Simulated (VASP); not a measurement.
VASP 6.6.1 run: AlN

INCAR

```
LCHARG = .FALSE.
NBANDS = 11
NSW = 0
EDIFF = 1E-7
SIGMA = 0.02
LASPH = .TRUE.
ISIF = 2
NELM = 57
ISMEAR = -1
PREC = Accurate
LREAL = .FALSE.
IBRION = -1
GGA = PE
LWAVE = .FALSE.
ENCUT = 300
```

KPOINTS

```
KPOINTS created by Atomic Simulation Environment
0
Gamma
10 10 10
0 0 0
```

POSCAR

```
Al N
 1.0000000000000000
     0.0000000000000000    1.9986797676000001    1.9986797676000001
     1.9986797676000001    0.0000000000000000    1.9986797676000001
     1.9986797676000001    1.9986797676000001    0.0000000000000000
 Al  N
   1   1
Cartesian
  0.0000000000000000  0.0000000000000000  0.0000000000000000
  1.9986797676000001  1.9986797676000001  1.9986797676000001
```

The recommended PBE PAW datasets give the neutral cell 8 valence electrons.

Command

```
mpirun -np 1 vasp_std
```

Q: How does this run end, and what does it give?

A: It converged. Results: gap between bands v and c on the k mesh 4.81 eV; least direct gap on the k mesh 5.95 eV; pressure -12.9 GPa. Band v is the last that the valence electrons fill when counted band by band, and c is the next.

OSZICAR

```
N       E                     dE             d eps       ncg     rms          rms(c)
DAV:   1    -0.373224081202E+01   -0.37322E+01   -0.29580E+03  1264   0.375E+02
DAV:   2    -0.158296599612E+02   -0.12097E+02   -0.11923E+02  1224   0.881E+01
DAV:   3    -0.159933214519E+02   -0.16366E+00   -0.16360E+00  1213   0.835E+00
DAV:   4    -0.159937351655E+02   -0.41371E-03   -0.41370E-03  1157   0.489E-01
DAV:   5    -0.159937376890E+02   -0.25236E-05   -0.25235E-05  1202   0.355E-02    0.727E+00
DAV:   6    -0.144671165457E+02    0.15266E+01   -0.60251E+00  1073   0.126E+01    0.319E+00
DAV:   7    -0.144343628499E+02    0.32754E-01   -0.15878E-01  1172   0.261E+00    0.204E+00
DAV:   8    -0.144261720872E+02    0.81908E-02   -0.11081E-02  1076   0.856E-01    0.305E-01
DAV:   9    -0.144260859032E+02    0.86184E-04   -0.46867E-04  1163   0.122E-01    0.147E-01
DAV:  10    -0.144261342756E+02   -0.48372E-04   -0.56398E-05  1118   0.578E-02    0.353E-02
DAV:  11    -0.144261323612E+02    0.19145E-05   -0.26632E-06  1193   0.975E-03    0.662E-03
DAV:  12    -0.144261321104E+02    0.25073E-06   -0.20910E-07  1095   0.331E-03    0.709E-04
DAV:  13    -0.144261320961E+02    0.14364E-07   -0.22872E-09   592   0.380E-04
   1 F= -.14426132E+02 E0= -.14426132E+02  d E =-.289363E-13
```

For comparison, a separate PBE run of the intended cell, on usual settings and not on those above, gives a gap of 4.94 eV on its mesh and a pressure of 15.0 GPa.
